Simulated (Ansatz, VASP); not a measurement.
Two plane-wave programs on Ag

```
Ag
1.0
     0.00000    2.07344    2.07344
     2.07344    0.00000    2.07344
     2.07344    2.07344    0.00000
Ag
1
Cartesian
  0.0000 0.0000 0.0000
```

Alike in both runs: task single point; functional PBE; k mesh 13 × 13 × 13; occupations gaussian, width 0.6 eV; no spin polarisation.

```csv
,VASP,Ansatz
version,VASP 6.6.1,Ansatz 0.2.0
potentials or method,"VASP PAW PBE potentials, release 64 (Ag)","plane waves (420 eV) with PAW, scalar-relativistic"
plane-wave cutoff (eV),520,420
valence electrons in the cell,11,19
```

Ansatz gave:

- pressure (GPa): 0.2

What did VASP give for the same quantities?

Pressure (GPa): 0.0.

The two sets of potentials don't hold the same shells in valence.
